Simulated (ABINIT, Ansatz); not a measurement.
# Converging GW for LiH (Fm-3m) in ABINIT

Wanted: a converged G0W0 gap of LiH (Fm-3m), or an estimate of the limit.

Program: ABINIT 10.8.3. Level of theory: PBE and many-body steps on it, plane waves. Results are calculated unless marked as measured.

The database entry behind the starting cell differs from later determinations by our own check (the deuteride, about 0.2 % short), so it need not match the best structure at ambient conditions.

## 1. Starting point

Symmetry: Fm-3m, No. 225, cubic system. The conventional cell has a = 4.074 Å, b = 4.074 Å, c = 4.074 Å, α = 90.00°, β = 90.00°, γ = 90.00°. Nearest to Li lie 6 H at 2.04 Å. H has 6 Li at 2.04 Å nearest. Farther neighbours are not listed.

The cell and positions come from the Crystallography Open Database and are kept as given unless a step says otherwise.

## 2. Empty states on the mesh, 8×8×8 mesh, 316 bands

This step: ABINIT 10.8.3; DFT, PBE, plane waves, norm-conserving pseudopotentials.

The sums over transitions need many empty states on a uniform mesh; this step solves for them.

run.abi

```
acell 3*1.0 Angstrom
rprim 
  -0.000000000000 2.036750000000 2.036750000000
  2.036750000000 -0.000000000000 2.036750000000
  2.036750000000 2.036750000000 -0.000000000000
ntypat 2
znucl 3 1
natom 2
typat 1 2
xred 
  0.000000000000 0.000000000000 0.000000000000
  0.500000000000 0.500000000000 0.500000000000
pp_dirpath "pseudos"
pseudos "Li.upf, H.upf"
ecut 33
ngkpt 8 8 8
nshiftk 1
shiftk 0 0 0
kptopt 1
chksymbreak 0
irdden 1
istwfk *1
nband 316
prtvol 0
optdriver 6
gwr_task "HDIAGO"
paral_kgb 0
occopt 1
indata_prefix "in"
outdata_prefix "out"
tmpdata_prefix "tmp"
```

The run is started by

```bash
> OMP_NUM_THREADS=1 mpirun -n 8 abinit run.abi > log
```

The log of the run:

```text
.Version 10.8.3 of ABINIT. v10.8.2 released Aug 2026.

 Symmetries : space group Fm -3 m (#225); Bravais cF (face-center cubic)
[... echo of the input left out ...]
== DATASET  1 ==================================================================
-   mpi_nproc: 8, omp_nthreads: 1 (-1 if OMP is not activated)

--- !DatasetInfo
iteration_state: {dtset: 1, }
dimensions: {natom: 2, nkpt: 29, mband: 316, nsppol: 1, nspinor: 1, nspden: 1, mpw: 1056, }
cutoff_energies: {ecut:  33.0, pawecutdg:  -1.0, }
[...]
Direct band gap semiconductor
 Fundamental gap:     3.022 (eV)
   VBM:    -0.348 (eV) at k: [ 5.0000E-01,  5.0000E-01,  0.0000E+00]
   CBM:     2.674 (eV) at k: [ 5.0000E-01,  5.0000E-01,  0.0000E+00]
 Direct gap:         3.022 (eV) at k: [ 5.0000E-01,  5.0000E-01,  0.0000E+00]

== END DATASET(S) ==============================================================
================================================================================

 -outvars: echo values of variables after computation  --------
           etotal      0.0000000000E+00
            nband         316
             nkpt          29
          spgroup         225
 [... the other variables as echoed above ...]

 Calculation completed.
```

Wall time 5.2 s (8 MPI ranks of Intel Xeon Platinum 8488C (Sapphire Rapids), shared host); peak memory 1 GiB.

Numbers from this step:

| Item | Value |
| --- | --- |
| gap | 3.022 eV |
| k of the valence top | 0.5, 0.5, 0 |
| k of the conduction bottom | 0.5, 0.5, 0 |
| least direct gap | 3.022 eV |
| k points computed | 29 |
| lowest point of the top converged band, above the valence top | 385.4766 eV |

On this mesh the gap is 3.022 eV.

The density comes from a self-consistent run that is not shown.

## 3. Screening, 8×8×8 mesh, 40 bands, screening to 152.4 eV

The RPA dielectric matrix is built and inverted for each q.

This step: RPA screening on PBE, plane waves, norm-conserving pseudopotentials.

Changes to run.abi since step 2:

```diff
@@ -20,10 +20,11 @@
 chksymbreak 0
-irdden 1
 istwfk *1
-nband 316
-prtvol 0
-optdriver 6
-gwr_task "HDIAGO"
-paral_kgb 0
 occopt 1
+irdwfk 1
+optdriver 3
+nband 40
+ecuteps 5.6
+inclvkb 2
+awtr 1
+symchi 1
 indata_prefix "in"
```

The log of the run:

```text
.Version 10.8.3 of ABINIT. v10.8.2 released Aug 2026.

 Symmetries : space group Fm -3 m (#225); Bravais cF (face-center cubic)
[... echo of the input left out ...]
== DATASET  1 ==================================================================
-   mpi_nproc: 8, omp_nthreads: 1 (-1 if OMP is not activated)

--- !DatasetInfo
iteration_state: {dtset: 1, }
dimensions: {natom: 2, nkpt: 29, mband: 40, nsppol: 1, nspinor: 1, nspden: 1, mpw: 1056, }
cutoff_energies: {ecut:  33.0, pawecutdg:  -1.0, }
electrons: {nelect:   4.00000000E+00, charge:   0.00000000E+00, occopt:   1.00000000E+00, tsmear:   1.00000000E-02, }

 SCREENING: Calculation of the susceptibility and dielectric matrices

 Based on a program developped by R.W. Godby, V. Olevano, G. Onida, and L. Reining.
 Incorporated in ABINIT by V. Olevano, G.-M. Rignanese, and M. Torrent.
.Using double precision arithmetic ; gwpc =  8

[... cell and pseudopotentials left out ...]
--------------------------------------------------------------------------------

 ==== K-mesh for the wavefunctions ====
 Number of points in the irreducible wedge :    29
[... list of points left out ...]
 Together with 48 symmetry operations and time-reversal symmetry
 yields   512 points in the full Brillouin Zone.

 ==== Q-mesh for the screening function ====
 Number of points in the irreducible wedge :    29
[... list of points left out ...]
 Together with 48 symmetry operations and time-reversal symmetry
 yields   512 points in the full Brillouin Zone.

 setmesh: FFT mesh size selected  =    20x   20x   20
          total number of points  =         8000

 vcoul_init : cutoff-mode = AUXILIARY_FUNCTION
 q-points for optical limit:   1
     1)      0.000010    0.000020    0.000030

- screening: taking advantage of time-reversal symmetry
- Maximum band index for partially occupied states nbvw = 2
- Remaining bands to be divided among processors   nbcw = 38
- Number of bands treated by each node ~4

 Number of electrons calculated from density =    4.0000; Expected =    4.0000
 average of density, n =  0.035077
 r_s =    1.8951
 omega_plasma =   18.0662 [eV]

 calculating chi0 at frequencies [eV] :
  1    0.000000E+00    0.000000E+00
  2    0.000000E+00    1.806615E+01

--------------------------------------------------------------------------------
  q-point number  1        q = ( 0.000000, 0.000000, 0.000000) [r.l.u.]
--------------------------------------------------------------------------------
[... chi0 elements left out ...]
 For q-point:  0.000010 0.000020 0.000030
  dielectric constant =   4.0095
  dielectric constant without local fields =   4.4035

  Average fulfillment of the sum rule on Im[epsilon] for q-point    1 :     77.35  [%]
[... wings left out ...]
  q-point number  2        q = ( 0.125000, 0.000000, 0.000000) [r.l.u.]
--------------------------------------------------------------------------------
[... chi0 elements left out ...]
  Average fulfillment of the sum rule on Im[epsilon] for q-point    2 :     90.65  [%]

 [... 27 further q-points ...]
```

The job ended after 7 s (8 MPI ranks; peak memory 0.93 GiB; 54 s of CPU time).

This step gave:

| Property | Result |
| --- | --- |
| ε∞ with local fields, on this mesh, along the program's q direction | 4.010 |
| the same without local fields | 4.404 |
| plasma frequency | 18.07 eV |
| plane waves in the screening matrix | 65 |

Local fields lower ε∞ by 9 %.

## 4. 40 bands, 152.4 eV

The self-energy is evaluated for the states that the input lists, and the levels follow from it, in one-shot runs by the linearised quasiparticle equation.

This step: G0W0 on PBE, plane waves, norm-conserving pseudopotentials.

Changes to run.abi since step 3:

```diff
@@ -23,8 +23,17 @@
 irdwfk 1
-optdriver 3
+optdriver 4
 nband 40
+gwcalctyp 0
+ecutsigx 33
+symsigma 1
+nkptgw 2
+kptgw 
+  0.5000000000 0.5000000000 0.0000000000
+  0.0000000000 0.0000000000 0.0000000000
+bdgw 
+  1 5
+  1 6
 ecuteps 5.6
-inclvkb 2
-awtr 1
-symchi 1
+irdscr 1
+ppmodel 1
 indata_prefix "in"
```

The log of the run:

```text
.Version 10.8.3 of ABINIT. v10.8.2 released Aug 2026.

 Symmetries : space group Fm -3 m (#225); Bravais cF (face-center cubic)
[... echo of the input left out ...]
== DATASET  1 ==================================================================
-   mpi_nproc: 8, omp_nthreads: 1 (-1 if OMP is not activated)

--- !DatasetInfo
iteration_state: {dtset: 1, }
dimensions: {natom: 2, nkpt: 29, mband: 40, nsppol: 1, nspinor: 1, nspden: 1, mpw: 1056, }
cutoff_energies: {ecut:  33.0, pawecutdg:  -1.0, }
electrons: {nelect:   4.00000000E+00, charge:   0.00000000E+00, occopt:   1.00000000E+00, tsmear:   1.00000000E-02, }

 SIGMA: Calculation of the GW corrections

 Based on a program developped by R.W. Godby, V. Olevano, G. Onida, and L. Reining.
 Incorporated in ABINIT by V. Olevano, G.-M. Rignanese, and M. Torrent.
.Using double precision arithmetic ; gwpc =  8

[... cell and pseudopotentials left out ...]
--------------------------------------------------------------------------------

 ==== K-mesh for the wavefunctions ====
 Number of points in the irreducible wedge :    29
[... list of points left out ...]
 Together with 48 symmetry operations and time-reversal symmetry
 yields   512 points in the full Brillouin Zone.

 ==== Q-mesh for screening function ====
 Number of points in the irreducible wedge :    29
[... list of points left out ...]
 Together with 48 symmetry operations and time-reversal symmetry
 yields   512 points in the full Brillouin Zone.

 vcoul_init : cutoff-mode = AUXILIARY_FUNCTION
 q-points for optical limit:   1
     1)      0.000010    0.000020    0.000030
 setmesh: FFT mesh size selected  =    30x   30x   30
          total number of points  =        27000

 Number of electrons calculated from density =    4.0000; Expected =    4.0000
 average of density, n =  0.035077
 r_s =    1.8951
 omega_plasma =   18.0662 [eV]

 === KS Band Gaps ===
  >>>> For spin  1
   Minimum direct gap =   3.0221 [eV], located at k-point      :   0.5000  0.5000  0.0000
   Fundamental gap    =   3.0221 [eV], Top of valence bands at :   0.5000  0.5000  0.0000
                                       Bottom of conduction at :   0.5000  0.5000  0.0000
 SIGMA fundamental parameters:
 PLASMON POLE MODEL  1
 number of plane-waves for SigmaX                 1037
 number of plane-waves for SigmaC and W             65
 number of plane-waves for wavefunctions          1037
 number of bands                                    40
 number of independent spin polarizations            1
 number of spinorial components                      1
 number of k-points in IBZ                          29
 number of q-points in IBZ                          29
 number of symmetry operations                      48
 number of k-points in BZ                          512
 number of q-points in BZ                          512
 number of frequencies for dSigma/dE                 9
 frequency step for dSigma/dE [eV]                0.25
 number of omega for Sigma on real axis              0
 max omega for Sigma on real axis  [eV]           0.00
 zcut for avoiding poles [eV]                     0.10

 EPSILON^-1 parameters (SCR file):
 dimension of the eps^-1 matrix on file             65
 dimension of the eps^-1 matrix used                65
 number of plane-waves for wavefunctions          1037
 number of bands                                    40
 number of q-points in IBZ                          29
 number of frequencies                               2
 number of real frequencies                          1
 number of imag frequencies                          1

 matrix elements of self-energy operator (all in [eV])

 Perturbative Calculation

--- !SelfEnergy_ee
iteration_state: {dtset: 1, }
kpoint     : [   0.500,    0.500,    0.000, ]
spin       : 1
KS_gap     :    3.022
QP_gap     :    4.866
Delta_QP_KS:    1.844
data: !SigmaeeData |
     Band     E0 <VxcDFT>   SigX SigC(E0)      Z dSigC/dE  Sig(E)    E-E0       E
        1 -44.599 -25.708 -39.786   5.201   0.782  -0.279 -32.646  -6.938 -51.537
        2  -0.348 -11.306 -14.553   1.588   0.773  -0.294 -12.588  -1.282  -1.630
        3   2.674  -7.648  -3.711  -3.244   0.812  -0.232  -7.085   0.562   3.237
        4  10.239  -8.235  -2.670  -4.448   0.779  -0.284  -7.365   0.870  11.110
        5  10.239  -8.235  -2.670  -4.448   0.779  -0.284  -7.365   0.870  11.110

--- !SelfEnergy_ee
iteration_state: {dtset: 1, }
kpoint     : [   0.000,    0.000,    0.000, ]
spin       : 1
KS_gap     :   20.729
QP_gap     :   23.011
Delta_QP_KS:    2.282
data: !SigmaeeData |
     Band     E0 <VxcDFT>   SigX SigC(E0)      Z dSigC/dE  Sig(E)    E-E0       E
        1 -44.649 -25.626 -39.725   5.184   0.783  -0.277 -32.606  -6.980 -51.629
        2  -5.602  -9.916 -15.631   3.469   0.713  -0.402 -11.518  -1.601  -7.203
        3  15.128 -11.718  -4.656  -6.028   0.658  -0.520 -11.038   0.680  15.808
        4  17.057  -8.964  -2.438  -5.303   0.724  -0.382  -8.079   0.885  17.941
        5  17.057  -8.964  -2.438  -5.303   0.724  -0.382  -8.079   0.885  17.941
        6  17.057  -8.964  -2.438  -5.303   0.724  -0.382  -8.079   0.885  17.941

== END DATASET(S) ==============================================================
================================================================================

 -outvars: echo values of variables after computation  --------
           etotal      0.0000000000E+00
            nband          40
             nkpt          29
          spgroup         225
 [... the other variables as echoed above ...]

 Calculation completed.
```

Run time: 2.7 s. Hardware: 8 MPI ranks; peak memory 0.16 GiB.

This step gave:

| Quantity | Value |
| --- | --- |
| G0W0 gap on the points computed | 4.867 eV |
| starting gap on the mesh | 3.022 eV |
| k of the valence top | 0.5, 0.5, 0 |
| k of the conduction bottom | 0.5, 0.5, 0 |
| Z at the valence top | 0.773 |
| Z at the conduction bottom | 0.812 |
| least direct G0W0 gap on the computed points | 4.867 eV |

The gap on the mesh goes from 3.02 eV to 4.87 eV, a correction of +1.84 eV.

## 5. Screening, 8×8×8 mesh, 127 bands, screening to 283 eV

This step: RPA screening on PBE, plane waves, norm-conserving pseudopotentials.

Changes to run.abi since step 4:

```diff
@@ -23,17 +23,8 @@
 irdwfk 1
-optdriver 4
-nband 40
-gwcalctyp 0
-ecutsigx 33
-symsigma 1
-nkptgw 2
-kptgw 
-  0.5000000000 0.5000000000 0.0000000000
-  0.0000000000 0.0000000000 0.0000000000
-bdgw 
-  1 5
-  1 6
-ecuteps 5.6
-irdscr 1
-ppmodel 1
+optdriver 3
+nband 127
+ecuteps 10.4
+inclvkb 2
+awtr 1
+symchi 1
 indata_prefix "in"
```

The log of the run:

```text
.Version 10.8.3 of ABINIT. v10.8.2 released Aug 2026.

 Symmetries : space group Fm -3 m (#225); Bravais cF (face-center cubic)
[... echo of the input left out ...]
== DATASET  1 ==================================================================
-   mpi_nproc: 8, omp_nthreads: 1 (-1 if OMP is not activated)

--- !DatasetInfo
iteration_state: {dtset: 1, }
dimensions: {natom: 2, nkpt: 29, mband: 127, nsppol: 1, nspinor: 1, nspden: 1, mpw: 1056, }
cutoff_energies: {ecut:  33.0, pawecutdg:  -1.0, }
electrons: {nelect:   4.00000000E+00, charge:   0.00000000E+00, occopt:   1.00000000E+00, tsmear:   1.00000000E-02, }

 SCREENING: Calculation of the susceptibility and dielectric matrices

 Based on a program developped by R.W. Godby, V. Olevano, G. Onida, and L. Reining.
 Incorporated in ABINIT by V. Olevano, G.-M. Rignanese, and M. Torrent.
.Using double precision arithmetic ; gwpc =  8

[... cell and pseudopotentials left out ...]
--------------------------------------------------------------------------------

 ==== K-mesh for the wavefunctions ====
 Number of points in the irreducible wedge :    29
[... list of points left out ...]
 Together with 48 symmetry operations and time-reversal symmetry
 yields   512 points in the full Brillouin Zone.

 ==== Q-mesh for the screening function ====
 Number of points in the irreducible wedge :    29
[... list of points left out ...]
 Together with 48 symmetry operations and time-reversal symmetry
 yields   512 points in the full Brillouin Zone.

 setmesh: FFT mesh size selected  =    24x   24x   24
          total number of points  =        13824

 vcoul_init : cutoff-mode = AUXILIARY_FUNCTION
 q-points for optical limit:   1
     1)      0.000010    0.000020    0.000030

- screening: taking advantage of time-reversal symmetry
- Maximum band index for partially occupied states nbvw = 2
- Remaining bands to be divided among processors   nbcw = 125
- Number of bands treated by each node ~15

 Number of electrons calculated from density =    4.0000; Expected =    4.0000
 average of density, n =  0.035077
 r_s =    1.8951
 omega_plasma =   18.0662 [eV]

 calculating chi0 at frequencies [eV] :
  1    0.000000E+00    0.000000E+00
  2    0.000000E+00    1.806615E+01

--------------------------------------------------------------------------------
  q-point number  1        q = ( 0.000000, 0.000000, 0.000000) [r.l.u.]
--------------------------------------------------------------------------------
[... chi0 elements left out ...]
 For q-point:  0.000010 0.000020 0.000030
  dielectric constant =   4.0092
  dielectric constant without local fields =   4.4047

  Average fulfillment of the sum rule on Im[epsilon] for q-point    1 :     96.38  [%]
[... wings left out ...]
  q-point number  2        q = ( 0.125000, 0.000000, 0.000000) [r.l.u.]
--------------------------------------------------------------------------------
[... chi0 elements left out ...]
  Average fulfillment of the sum rule on Im[epsilon] for q-point    2 :    101.85  [%]

 [... 27 further q-points ...]
```

Elapsed: 60 s, on 8 MPI ranks; peak memory 2 GiB.

Numbers from this step:

- ε∞ with local fields, on this mesh, along the program's q direction: 4.009
- the same without local fields: 4.405
- plasma frequency: 18.07 eV
- plane waves in the screening matrix: 169

[end of part 1 of 2]

[Paths, hosts, dates, memory and timing lines, banners, echoed tables and standing remarks are left out of the program output.]

[Logs are printed without paths, hosts, clocks, repeated set-up lines and the standing remarks that a program may print on its own settings, such as how far it seeks lower states.]

[Runs of the session that timed out or met a known fault of the program may be left out.]

[Hosts, paths, dates, database ids (printed as entryN), source tags and the programs' standing remarks are cut or masked in the printed files.]

[G0W0 gaps are taken among the corrected bands and points alone; a level outside them can change the order at an edge.]

[Where Ansatz stands beside ABINIT at settings called matched, ABINIT's density can come from a denser mesh and the files from another edition; pairs whose starting gaps differed by over 0.03 eV were left out, so agreement reads better than it is.]
